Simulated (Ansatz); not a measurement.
**AlCu (Pm-3m)**

Level of theory: DFT PBEsol, scalar-relativistic, plane waves, PAW (Ansatz 0.2.0).

Settings: cutoff 420 eV, Γ-centred mesh 14×14×14 on the computed 2-atom cell, Gaussian smearing of 0.10 eV; no spin polarisation.

The structure is relaxed at this level of theory with its symmetry kept. Whether it is the stable form of this composition wasn't checked.

```yaml
crystal:
  lattice:
    - [2.95600, 0.00000, 0.00000]
    - [0.00000, 2.95600, 0.00000]
    - [0.00000, 0.00000, 2.95600]
  atoms:
    - { symbol: Al, position: [0.00000, 0.00000, 0.00000] }
    - { symbol: Cu, position: [0.50000, 0.50000, 0.50000] }
```

* Space group: Pm-3m (No. 221)
* Volume per atom: 12.91 Å³
* Formation energy from the elements' standard states (uncorrected): -0.154 eV/atom
* Kohn–Sham band gap: none (metal)
* Density of states at the Fermi level: 0.58 states/eV per cell
* Löwdin character within 0.5 eV of the Fermi level: Al 3p 26 %, Cu 4s 26 %, Al 3s 23 %, Cu 3d 13 %, unprojected 13 %
* Bulk modulus: 128 GPa
* Its pressure derivative: 4.6
* Bader charges (e): Al (1 in the cell) 1.43, Cu (1 in the cell) -1.43